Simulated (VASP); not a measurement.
Input of a VASP 6.6.1 run:

Contents of POSCAR:

```
NaI
1.0
    0.0000000000      3.2364000000      3.2364000000
    3.2364000000      0.0000000000      3.2364000000
    3.2364000000      3.2364000000      0.0000000000
I Na
1 1
Direct
    0.5000000000      0.5000000000      0.5000000000
    0.0000000000      0.0000000000      0.0000000000
```

File INCAR.step1:

```
  PREC = Accurate
  ENCUT = 600
  EDIFF = 1E-5
  ISMEAR = -1
  SIGMA = 0.05
  LREAL = F
  LASPH = T
  NELM = 80
  ALGO = Normal
  LWAVE = T
  LCHARG = F
  GGA = PE
```

The input INCAR.step2:

```
  PREC = Accurate
  ENCUT = 600
  EDIFF = 1E-6
  ISMEAR = -1
  SIGMA = 0.05
  LREAL = F
  LASPH = T
  NELM = 80
  ALGO = Normal
  ISIF = 3
  LWAVE = F
  LCHARG = F
  GGA = B3
  LHFCALC = T
  AEXX = 0.2
  AGGAX = 0.72
  AGGAC = 0.81
  ALDAC = 0.19
  PRECFOCK = Normal
  IBRION = 2
  NSW = 40
  EDIFFG = -0.01
  ISTART = 1
```

Contents of KPOINTS:

```
Automatic mesh
0
Gamma
  4 4 4
```

Potentials or basis: VASP PAW PBE potentials, release 64 (I, Na_pv).

The run is started by

```bash
$ cat potpaw_PBE.64/I/POTCAR potpaw_PBE.64/Na_pv/POTCAR > POTCAR
$ cp INCAR.step1 INCAR
$ mpirun -np 1 vasp_std > vasp.out
$ cp INCAR.step2 INCAR
$ mpirun -np 1 vasp_std > vasp.out
```

(1) What does it give for the relaxed cell?

(2) Predict the relaxed volume.

(3) What does it give for the space group after relaxing (to 0.05 Å)?

(4) Predict the band gap on the k mesh.

Answers

(1) a = 4.658 Å, b = 4.658 Å, c = 4.658 Å, α = 60.00°, β = 60.00°, γ = 60.00°.

(2) 35.72 Å³/atom.

(3) Fm-3m (No. 225).

(4) 4.93 eV, direct.

Caveat: the k mesh is coarse (spacing up to 0.42 Å⁻¹), so the values aren't converged, least of all with exact exchange; the PAW data sets were made with another functional, which shifts forces and pressure a little; spin-orbit coupling is left out, which moves the levels of the heavy elements.
